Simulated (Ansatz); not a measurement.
**Relaxation of HfO₂**

All numbers below come from Ansatz 0.2.0, DFT PBE, scalar-relativistic, plane waves, PAW. Settings: 420 eV cutoff, 6×6×4 k-mesh, Gaussian smearing of 0.02 eV, no spin polarisation.

What was changed: shear of c along a, cell held, atoms relaxed: +6.0 %.

Spin–orbit coupling is left out, which can shift energies with elements as heavy as these.

Command:

```bash
ansatz run input.yaml --threads 1 --pin off --max-ram 2560MiB --backend cpu --events-out ev --progress --plain --runs-dir out
```

Input:

```yaml
crystal:
  lattice:
    - [3.604304784, 0.0, 0.0]
    - [0.0, 3.604304784, 0.0]
    - [0.3158380358, 0.0, 5.2639672632]
  atoms:
    - { symbol: Hf, position: [0.5191783157, 0.5, 0.5008897841] }
    - { symbol: Hf, position: [-0.0191783157, 0.0, -0.0008897841] }
    - { symbol: O, position: [0.0021843838, 0.5, 0.6929659512] }
    - { symbol: O, position: [0.4978156162, 0.0, 0.8070340488] }
    - { symbol: O, position: [0.504364395, 0.0, 0.3086953133] }
    - { symbol: O, position: [-0.004364395, 0.5, 0.1913046867] }
basis:
  ecutwfc: 420
kpoints:
  mp_grid: { grid: [6, 6, 4] }
hamiltonian:
  xc: pbe
scf:
  occupations: { method: gaussian, width: 0.02 }
output:
  forces: true
  stress: true
  eigenvalues: true
relax:
  adjacent_minimum: "off"
  f_tol: 0.008
  max_steps: 40
```

F is the free energy.

Steps:

```
step F − F(1) (eV) largest force component (eV/Å)
   1         0.0000                           0.192
   2        -0.0022                           0.115
   3        -0.0038                           0.036
   4        -0.0041                           0.013
   5        -0.0041                           0.005
```

Relaxed structure:

```yaml
crystal:
  lattice:
    - [3.60430, 0.00000, 0.00000]
    - [0.00000, 3.60430, 0.00000]
    - [0.31584, 0.00000, 5.26397]
  atoms:
    - { symbol: Hf, position: [0.52516, 0.50000, 0.50149] }
    - { symbol: Hf, position: [0.97484, 0.00000, 0.99851] }
    - { symbol: O, position: [0.00291, 0.50000, 0.69279] }
    - { symbol: O, position: [0.49709, 0.00000, 0.80721] }
    - { symbol: O, position: [0.50557, 0.00000, 0.31007] }
    - { symbol: O, position: [0.99443, 0.50000, 0.18993] }
```

Symmetry: P2_1/m, No. 11, monoclinic system. The conventional cell has a = 3.604 Å, b = 3.604 Å, c = 5.273 Å, α = 90.00°, β = 93.43°, γ = 90.00°. Hf (site symmetry m) has 5 O at 2.05 to 2.29 Å as nearest neighbours. Around O (site symmetry m) lie 2 Hf at 2.05 to 2.08 Å. O (site symmetry m) is surrounded by 3 Hf at 2.07 to 2.29 Å.

The run converged. Time: 51 s on 1 thread of Arm Neoverse V2, on a shared host, peak memory 0.41 GiB.